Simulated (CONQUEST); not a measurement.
# ZnSe (Stilleite) (F-43m) in CONQUEST: further runs

The runs below take ZnSe (Stilleite) through single point, with PBE.

All numbers are computed with CONQUEST 1.3; they aren't measurements. Logs are shortened: lines on timing, memory, paths and dates and some standing lists are left out, and cuts for length are marked.

**What was measured.**

“Alloy Disordering Effects on the Thermal Conductivity and Energy Gap Temperature Dependence of Cd1−xZnxSe Ternary Crystals Grown by the Bridgman Method”, 2023, pmc:10253836 reports, for a bulk crystal of ZnSe at 300 K: band gap 2.695 ± 0.003 eV (an exciton energy, a little under the gap).

The results are compared with them further down.

### Step 1. The crystal as given

It takes space group F-43m (No. 216, cubic). The conventional cell has a = 5.668 Å, b = 5.668 Å, c = 5.668 Å, α = 90.00°, β = 90.00°, γ = 90.00°. Se (site symmetry -43m) has 4 Zn at 2.45 Å as nearest neighbours. Zn (site symmetry -43m) is surrounded by 4 Se at 2.45 Å.

### Step 2. Single point, PBE

Input file Conquest_input:

```
IO.Title ZnSe
IO.Coordinates coords.dat
IO.FractionalAtomicCoords T
IO.Iprint 2
IO.Iprint_init 1
General.NumberOfSpecies 2
General.PseudopotentialType hamann
AtomMove.TypeOfRun static
AtomMove.FullStress T
Grid.GridCutoff 120
DM.SolutionMethod diagon
Diag.MPMesh T
Diag.GammaCentred T
Diag.MPMeshX 2
Diag.MPMeshY 2
Diag.MPMeshZ 1
Diag.kT 0.00183747
minE.SCTolerance 1e-6
SC.MaxIters 100
IO.AtomChargeOutput T
%block ChemicalSpeciesLabel
1 78.960 Se
2 65.390 Zn
%endblock
```

Input file coords.dat:

```
    7.5732633803     0.0000000000     0.0000000000
    0.0000000000     7.5732633803     0.0000000000
    0.0000000000     0.0000000000    10.7102117839
4
  0.0000000000   0.5000000000   0.2500000000 1 T T T
  0.5000000000   0.0000000000   0.7500000000 1 T T T
  0.0000000000   0.0000000000   0.0000000000 2 T T T
  0.5000000000   0.5000000000   0.5000000000 2 T T T
```

Potentials or basis: PseudoDojo NC PBE, SZP, grid cutoff 120 Ha.

Launch:

```
> Conquest
```

Standard output:

```text
Simulation cell dimensions:     7.5733 a0 x     7.5733 a0 x    10.7102 a0

      Atomic coordinates (a0)
         Atom         X         Y         Z  Species
            1    0.0000    3.7866    2.6776        1
            2    3.7866    0.0000    8.0327        1
            3    0.0000    0.0000    0.0000        2
            4    3.7866    3.7866    5.3551        2

         Monkhorst-Pack mesh:   2 x   2 x   1 gamma-centred
        This calculation includes non-local pseudopotentials,
         with a maximum core radius of      6.36632333

    Job title: ZnSe
    Job to be run: static calculation

[... 5 lines left out ...]
      Using Fermi-Dirac smearing

    Integration grid size:     40 x   40 x   60

    Integration grid spacing:  0.189 a0 x 0.189 a0 x 0.179 a0

    Number of species:  2
    --------------------------------------------------------
    |   #  mass (au)  Charge (e)  SF Rad (a0)  NSF  Label  |
    --------------------------------------------------------
    |   1     78.960      16.000        6.627   14  Se     |
    |   2     65.390      20.000        6.627   13  Zn     |
    --------------------------------------------------------
          SCF tolerance:                 0.00000100
          SCF iterations:               100

    The functional used will be GGA PBE96

           radial cut-off to be used is taken to be max PAO cut-off radius for this species:    6.366323

           greatest ang. mom. for making density from PAOs:  2

           radial cut-off to be used is taken to be max PAO cut-off radius for this species:    6.252882

           greatest ang. mom. for making density from PAOs:  2
    Minimum blocs/proc is     1500. Maximum blocs/proc is     1500
    set_atom_dens: In set_atomic_density, electrons :      72.000000000000
 matrix_size & matrix_size_padH =           54          54

    Screened ion int: energy:    -545.161706006287 Ha

    new_SC_potl: Starting.  Tolerance:  0.10000E-05

    PulayMixSC: Starting Pulay mixing, A_up =  0.500 A_dn =  0.500
    PulayMixSC: Spin non-polarised calculation.
          Harris-Foulkes Energy            :      -660.579671408329773 Ha
          (TS=0 as O(N) or entropic contribution is negligible)
          DFT Total Energy                 :      -660.507557799774759 Ha
          Total number of electrons        :        71.999999999999673
    PulayMixSC: Pulay iteration     1 residual:              0.15123E-02
          Harris-Foulkes Energy            :      -660.541340973555634 Ha
          (TS=0 as O(N) or entropic contribution is negligible)
          DFT Total Energy                 :      -660.540093382336636 Ha
          Total number of electrons        :        72.000015695561615
    PulayMixSC: Pulay iteration     2 residual:              0.47045E-03
          Harris-Foulkes Energy            :      -660.540442031595148 Ha
          (TS=0 as O(N) or entropic contribution is negligible)
          DFT Total Energy                 :      -660.540336453066857 Ha
          Total number of electrons        :        72.000025392307052
    PulayMixSC: Pulay iteration     3 residual:              0.20151E-03
          Harris-Foulkes Energy            :      -660.540362695467252 Ha
          (TS=0 as O(N) or entropic contribution is negligible)
          DFT Total Energy                 :      -660.540357062615612 Ha
          Total number of electrons        :        72.000032251505758
    PulayMixSC: Pulay iteration     4 residual:              0.23152E-04
          Harris-Foulkes Energy            :      -660.540358364595932 Ha
          (TS=0 as O(N) or entropic contribution is negligible)
          DFT Total Energy                 :      -660.540358341990327 Ha
          Total number of electrons        :        72.000032414937778
    PulayMixSC: Pulay iteration     5 residual:              0.19573E-05
          Harris-Foulkes Energy            :      -660.540358348916470 Ha
          (TS=0 as O(N) or entropic contribution is negligible)
          DFT Total Energy                 :      -660.540358343693811 Ha
          Total number of electrons        :        72.000032428368471
    PulayMixSC: Pulay iteration     6 residual:              0.58488E-06
    PulayMixSC: Reached SCF tolerance of  0.58488E-06 after      6 iterations
      | Number of electrons      =        72.000032
      |* band energy as 2Tr[K.H] =      -109.573762309309686 Ha
      |  screened ion-ion energy =      -545.161706006286636 Ha
      |  Ha correction           =         2.908884867730729 Ha
      |  XC correction           =        -8.713780571728467 Ha
      |* Harris-Foulkes energy   =      -660.540358348916470 Ha
      |* DFT total energy        =      -660.540358343693811 Ha
      |  estimated accuracy      =        -0.000000005222660 Ha

    force: Forces on atoms (Ha/a0)
    force:  Atom   X              Y              Z
    force:     1   0.0000000000  -0.0000000000   0.0000000000
    force:     2  -0.0000000000   0.0000000000   0.0000000000
    force:     3  -0.0000000000   0.0000000000   0.0000000000
    force:     4  -0.0000000000  -0.0000000000  -0.0000000000

    force: Maximum force :        0.00000000(Ha/a0) on atom         4 in z direction
    force: Force Residual:        0.00000000 Ha/a0
    force: Total stress:         -7.55273112     0.00000000     0.00000000 GPa
                             0.00000000    -7.55273112     0.00000000
                             0.00000000     0.00000000    -7.71855059
    force: Average pressure:      7.60800427 GPa

    force: Finished force
    get_E_and_F: Change in energy during last step of electronic optimisation:  0.15679E-07

    BIBLIOGRAPHY: Please consider citing the following references in the conquest.bib file

    CONQUEST:         Bowler2002pt, Miyazaki2004, Nakata2020
    Basis:            Bowler2019
    DM:               Bowler:2006xr
    Pseudopotentials: Hamann2013, Bowler2019
    XC functional:    Perdew1996
```

Wall time 32 s (1 thread of Intel Xeon Platinum 8259CL at 2.50GHz (Skylake/Cascade Lake), shared host); peak memory 0.43 GiB.

These settings aren't checked as converged: the numbers below hold their error.

Results:

```yaml
Free_energy: -17974.2188 eV
Pressure: 7.6 GPa
Band_gap_on_the_k_mesh: 1.58 eV
Mulliken_charges: Se -0.40; Zn +0.40 e
```

Caveat: the k mesh is coarse (spacing up to 1.11 Å⁻¹), so the values aren't converged; the atomic basis is small; Mulliken charges move with the basis; the box holds several primitive cells, so bands are folded and the points are those of the box's own zone; the basis of atomic orbitals isn't converged, which shifts pressures, moduli and gaps; the real-space grid breaks the cell's symmetry a little.

### Step 3. Single point, PBE

Changes to Conquest_input since step 2:

```diff
@@ -15,3 +15,3 @@
 Diag.MPMeshY 2
-Diag.MPMeshZ 1
+Diag.MPMeshZ 2
 Diag.kT 0.00183747
```

coords.dat is that of step 2.

Potentials or basis: PseudoDojo NC PBE, SZP, grid cutoff 120 Ha.

Launch:

```
> Conquest
```

Standard output:

```text
Simulation cell dimensions:     7.5733 a0 x     7.5733 a0 x    10.7102 a0

      Atomic coordinates (a0)
         Atom         X         Y         Z  Species
            1    0.0000    3.7866    2.6776        1
            2    3.7866    0.0000    8.0327        1
            3    0.0000    0.0000    0.0000        2
            4    3.7866    3.7866    5.3551        2

         Monkhorst-Pack mesh:   2 x   2 x   2 gamma-centred
        This calculation includes non-local pseudopotentials,
         with a maximum core radius of      6.36632333

    Job title: ZnSe
    Job to be run: static calculation

[... 5 lines left out ...]
      Using Fermi-Dirac smearing

    Integration grid size:     40 x   40 x   60

    Integration grid spacing:  0.189 a0 x 0.189 a0 x 0.179 a0

    Number of species:  2
    --------------------------------------------------------
    |   #  mass (au)  Charge (e)  SF Rad (a0)  NSF  Label  |
    --------------------------------------------------------
    |   1     78.960      16.000        6.627   14  Se     |
    |   2     65.390      20.000        6.627   13  Zn     |
    --------------------------------------------------------
          SCF tolerance:                 0.00000100
          SCF iterations:               100

    The functional used will be GGA PBE96

           radial cut-off to be used is taken to be max PAO cut-off radius for this species:    6.366323

           greatest ang. mom. for making density from PAOs:  2

           radial cut-off to be used is taken to be max PAO cut-off radius for this species:    6.252882

           greatest ang. mom. for making density from PAOs:  2
    Minimum blocs/proc is     1500. Maximum blocs/proc is     1500
    set_atom_dens: In set_atomic_density, electrons :      72.000000000000
 matrix_size & matrix_size_padH =           54          54

    Screened ion int: energy:    -545.161706006287 Ha

    new_SC_potl: Starting.  Tolerance:  0.10000E-05

    PulayMixSC: Starting Pulay mixing, A_up =  0.500 A_dn =  0.500
    PulayMixSC: Spin non-polarised calculation.
          Harris-Foulkes Energy            :      -660.581501102293714 Ha
          (TS=0 as O(N) or entropic contribution is negligible)
          DFT Total Energy                 :      -660.511020906920066 Ha
          Total number of electrons        :        71.999999999999673
    PulayMixSC: Pulay iteration     1 residual:              0.15021E-02
          Harris-Foulkes Energy            :      -660.543919881242118 Ha
          (TS=0 as O(N) or entropic contribution is negligible)
          DFT Total Energy                 :      -660.542611455062342 Ha
          Total number of electrons        :        72.000017350827662
    PulayMixSC: Pulay iteration     2 residual:              0.47087E-03
          Harris-Foulkes Energy            :      -660.542973028413599 Ha
          (TS=0 as O(N) or entropic contribution is negligible)
          DFT Total Energy                 :      -660.542863222989695 Ha
          Total number of electrons        :        72.000027951768246
    PulayMixSC: Pulay iteration     3 residual:              0.20009E-03
          Harris-Foulkes Energy            :      -660.542889810980682 Ha
          (TS=0 as O(N) or entropic contribution is negligible)
          DFT Total Energy                 :      -660.542884054434808 Ha
          Total number of electrons        :        72.000035356626356
    PulayMixSC: Pulay iteration     4 residual:              0.23620E-04
          Harris-Foulkes Energy            :      -660.542885381149858 Ha
          (TS=0 as O(N) or entropic contribution is negligible)
          DFT Total Energy                 :      -660.542885359354500 Ha
          Total number of electrons        :        72.000035560439429
    PulayMixSC: Pulay iteration     5 residual:              0.19447E-05
          Harris-Foulkes Energy            :      -660.542885365365692 Ha
          (TS=0 as O(N) or entropic contribution is negligible)
          DFT Total Energy                 :      -660.542885360976925 Ha
          Total number of electrons        :        72.000035573358758
    PulayMixSC: Pulay iteration     6 residual:              0.51720E-06
    PulayMixSC: Reached SCF tolerance of  0.51720E-06 after      6 iterations
      | Number of electrons      =        72.000036
      |* band energy as 2Tr[K.H] =      -109.581035595569077 Ha
      |  screened ion-ion energy =      -545.161706006286636 Ha
      |  Ha correction           =         2.913623485201854 Ha
      |  XC correction           =        -8.713775358406235 Ha
      |* Harris-Foulkes energy   =      -660.542885365365692 Ha
      |* DFT total energy        =      -660.542885360976925 Ha
      |  estimated accuracy      =        -0.000000004388767 Ha

    force: Forces on atoms (Ha/a0)
    force:  Atom   X              Y              Z
    force:     1   0.0000000000  -0.0000000000   0.0000000000
    force:     2  -0.0000000000   0.0000000000  -0.0000000000
    force:     3  -0.0000000000   0.0000000000   0.0000000000
    force:     4  -0.0000000000  -0.0000000000   0.0000000000

    force: Maximum force :        0.00000000(Ha/a0) on atom         3 in z direction
    force: Force Residual:        0.00000000 Ha/a0
    force: Total stress:         -9.09244055     0.00000000     0.00000000 GPa
                             0.00000000    -9.09244055     0.00000000
                             0.00000000     0.00000000    -4.51525064
    force: Average pressure:      7.56671058 GPa

    force: Finished force
    get_E_and_F: Change in energy during last step of electronic optimisation:  0.15784E-07

    BIBLIOGRAPHY: Please consider citing the following references in the conquest.bib file

    CONQUEST:         Bowler2002pt, Miyazaki2004, Nakata2020
    Basis:            Bowler2019
    DM:               Bowler:2006xr
    Pseudopotentials: Hamann2013, Bowler2019
    XC functional:    Perdew1996
```

Wall time 32 s (1 thread of Intel Xeon Platinum 8259CL at 2.50GHz (Skylake/Cascade Lake), shared host); peak memory 0.43 GiB.

The run converged, but some of its settings lie outside the range that counts as converged, so its numbers aren't taken as properties of the crystal.

What came out:

- Free energy: -17974.2876 eV
- Pressure: 7.6 GPa
- Band gap on the k mesh: 1.57 eV
- Mulliken charges: Se -0.39; Zn +0.39 e

Caveat: the k mesh is coarse (spacing up to 0.78 Å⁻¹), so the values aren't converged; the atomic basis is small; the result breaks the symmetry of the cell; Mulliken charges move with the basis; the basis of atomic orbitals isn't converged, which shifts pressures, moduli and gaps; the real-space grid breaks the cell's symmetry a little.

(Part 1 of 2 ends here.)
